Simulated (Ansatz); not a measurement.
**LiCl: convergence with LAPW's basis error target**

One table from this session's results is given with a row withheld; the runs are named, their logs left out.

The COD entry's cell or inner coordinates are ideal or old and differ from later refinements, so a difference from it is no clean test against experiment.

Method: DFT, PBE, all-electron LAPW, scalar-relativistic, in Ansatz 0.2.0.

## Starting point

Symmetry: Fm-3m, No. 225, cubic system. Conventional cell: a = 5.130 Å, b = 5.130 Å, c = 5.130 Å, α = 90.00°, β = 90.00°, γ = 90.00°. Around Li (site symmetry m-3m) lie 6 Cl at 2.56 Å. Cl (site symmetry m-3m) is surrounded by 6 Li at 2.56 Å.

Coordinates:

```cif
data_structure
_symmetry_space_group_name_H-M 'Fm-3m'
_symmetry_Int_Tables_number 225
_cell_length_a 5.1295
_cell_length_b 5.1295
_cell_length_c 5.1295
_cell_angle_alpha 90.000
_cell_angle_beta 90.000
_cell_angle_gamma 90.000
_cell_volume 134.97
loop_
_atom_site_label
_atom_site_type_symbol
_atom_site_symmetry_multiplicity
_atom_site_Wyckoff_symbol
_atom_site_fract_x
_atom_site_fract_y
_atom_site_fract_z
_atom_site_occupancy
Li1 Li 4 a 0.00000 0.00000 0.00000 1
Cl1 Cl 4 b 0.50000 0.00000 0.00000 1
```

The file gives the conventional cell by its symmetry; the runs use the cell typed in the input.

The cell comes from a crystallographic database entry that wasn't checked; take it as a given geometry, which may be far from equilibrium.

Atoms are numbered in the order of the input: Li1, Cl2.

The first run:

Input file input.yaml:

```yaml
crystal:
  lattice:
    - [0.0, 2.56476, 2.56476]
    - [2.56476, 0.0, 2.56476]
    - [2.56476, 2.56476, 0.0]
  atoms:
    - { symbol: Li, position: [0.0, 0.0, 0.0] }
    - { symbol: Cl, position: [0.5, 0.5, 0.5] }
kpoints:
  mp_grid: { grid: [9, 9, 9] }
scf:
  occupations: { method: fermi_dirac, width: 0.03 }
hamiltonian:
  xc: pbe
  pseudopotentials: { kind: all_electron, lapw: { basis_error: 0.03 } }
output:
  forces: true
  stress: true
  eigenvalues: true
```

Among the steps run: With basis error target 0.03 eV/atom; With basis error target 0.01 eV/atom; With basis error target 0.003 eV/atom; With basis error target 0.0001 eV/atom.

One table of the session follows, with a row left open; its other results are not shown here.

It belongs to the step «The sweep in one table». 

| basis error target (eV/atom) | pressure (GPa) |
| --- | --- |
| 0.03 | 0.47 |
| 0.01 | 0.42 |
| 0.003 | ? |
| 0.0001 | 0.40 |

**Question.** Estimate the row for basis error target (eV/atom) = 0.003.

Worked estimate for «pressure (GPa)». A straight line through the neighbours (0.01, 0.42) and (0.0001, 0.40) gives 0.42 + (0.40 − 0.42) × (0.003 − 0.01) / (0.0001 − 0.01) = 0.41; a parabola fitted to 3 rows on both sides gives 0.41.

As computed: pressure (GPa): 0.41. In «pressure (GPa)» the line misses by 0.00 and the parabola by 0.00.

Energies are those extrapolated to zero smearing.
